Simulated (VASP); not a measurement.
Here is a VASP 6.6.1 calculation.

The input INCAR:

```
PREC = Accurate
ENCUT = 520
EDIFF = 1E-7
ISMEAR = 0
SIGMA = 0.05
LREAL = False
LASPH = True
NELM = 100
ALGO = Fast
ISIF = 2
LWAVE = False
LCHARG = False
LDIPOL = True
IDIPOL = 3
DIPOL = 0.5 0.5 0.500
GGA = PE
NBANDS = 20
LVHAR = True
LVACPOTAV = True
```

KPOINTS

```
regular mesh
0
Gamma
  18 18 1
```

File POSCAR:

```
WSe2                                    
1.0
    3.3178532700      0.0000000000      0.0000000000
   -1.6589266300      2.8733452200      0.0000000000
    0.0000000000      0.0000000000     21.3252245550
  W               Se            
     1     2
Direct
     0.6666666699999979    0.3333333300000021    0.5000081993836619
     0.3333333300000021    0.6666666699999979    0.5788673161651647
     0.3333333300000021    0.6666666699999979    0.4211485521511699
```

Potentials or basis: VASP PAW PBE potentials, release 64 (W_sv, Se).

Command:

```console
$ cat potpaw_PBE.64/W_sv/POTCAR potpaw_PBE.64/Se/POTCAR > POTCAR
$ mpirun -np 1 vasp_std > vasp.out
```

(1) Predict the ionisation potential of the upper face.

(2) Predict the band gap on the k mesh.

## Answers

(1) 5.09 eV.

(2) 1.56 eV, direct.

Caveat: spin-orbit coupling is left out, which moves the levels of the heavy elements.
